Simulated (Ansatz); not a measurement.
Bicrystals of relaxed bulk Mo (Im-3m, 15.78 Å³/atom, gap on the mesh 0.00 eV): one grain is mirrored in the boundary plane and shifted (fractions of the plane's cell), where said the two species change places in it, close atoms are joined, tilt boundaries are opened by 0.15 Å, then atoms and the cell's height are relaxed. Energies are the mean of the cell's two boundaries over the bulk on a matched mesh; other shifts may lie lower.

All numbers below come from Ansatz 0.2.0, DFT PBE, scalar-relativistic, plane waves, PAW.

Cutoff 420 eV; k points 10×6×3 on the computed 20-atom cell (Γ-centred); Gaussian smearing, width 0.10 eV; no spin polarisation.

Start (Σ5 (210), mirror on a plane, shift [0.5, 0]):

```
Mo
1.0
     3.16044    0.00000    0.00000
     0.00000    7.06696    0.00000
     0.00000    0.00000   14.43392
Mo
20
Direct
  0.00000 0.00000 0.00000
  0.00000 0.40000 0.09792
  0.00000 0.80000 0.19584
  0.00000 0.20000 0.29376
  0.00000 0.60000 0.39169
  0.50000 0.70000 0.04896
  0.50000 0.10000 0.14688
  0.50000 0.50000 0.24480
  0.50000 0.90000 0.34273
  0.50000 0.30000 0.44065
  0.50000 0.40000 0.89169
  0.50000 0.80000 0.79376
  0.50000 0.20000 0.69584
  0.50000 0.60000 0.59792
  0.00000 0.70000 0.94065
  0.00000 0.10000 0.84273
  0.00000 0.50000 0.74480
  0.00000 0.90000 0.64688
  0.00000 0.30000 0.54896
  0.50000 0.00000 0.50000
```

Q: Give the relaxed structure and its energy.

A: The free energy falls by 270 meV/atom.

| Property | Result |
| --- | --- |
| boundary energy (mJ/m²) | 2072 |
| excess width (Å) | 0.28 |
| gap on the mesh (eV) | 0 |

Relaxed structure:
```yaml
crystal:
  lattice:
    - [3.16044, 0.00000, 0.00000]
    - [0.00000, 7.06696, 0.00000]
    - [0.00000, 0.00000, 14.69075]
  atoms:
    - { symbol: Mo, position: [0.00000, 0.04425, 0.00609] }
    - { symbol: Mo, position: [0.00000, 0.42727, 0.09431] }
    - { symbol: Mo, position: [0.00000, 0.82922, 0.20042] }
    - { symbol: Mo, position: [0.00000, 0.23396, 0.28405] }
    - { symbol: Mo, position: [0.00000, 0.63062, 0.40513] }
    - { symbol: Mo, position: [0.50000, 0.72693, 0.06160] }
    - { symbol: Mo, position: [0.50000, 0.13781, 0.14450] }
    - { symbol: Mo, position: [0.50000, 0.53386, 0.24645] }
    - { symbol: Mo, position: [0.50000, 0.92717, 0.33822] }
    - { symbol: Mo, position: [0.50000, 0.30983, 0.42246] }
    - { symbol: Mo, position: [0.50000, 0.36938, 0.90513] }
    - { symbol: Mo, position: [0.50000, 0.76604, 0.78405] }
    - { symbol: Mo, position: [0.50000, 0.17078, 0.70042] }
    - { symbol: Mo, position: [0.50000, 0.57273, 0.59431] }
    - { symbol: Mo, position: [0.00000, 0.69017, 0.92246] }
    - { symbol: Mo, position: [0.00000, 0.07283, 0.83822] }
    - { symbol: Mo, position: [0.00000, 0.46614, 0.74645] }
    - { symbol: Mo, position: [0.00000, 0.86219, 0.64450] }
    - { symbol: Mo, position: [0.00000, 0.27307, 0.56160] }
    - { symbol: Mo, position: [0.50000, 0.95575, 0.50609] }
```

Small energy differences in metals hang on the k mesh (about 10 mJ/m² or 1 to 2 meV/atom on the mesh of the relaxation).

Time: 22 min on 4 threads of Arm Neoverse V1 (shared host), peak memory 2.5 GiB.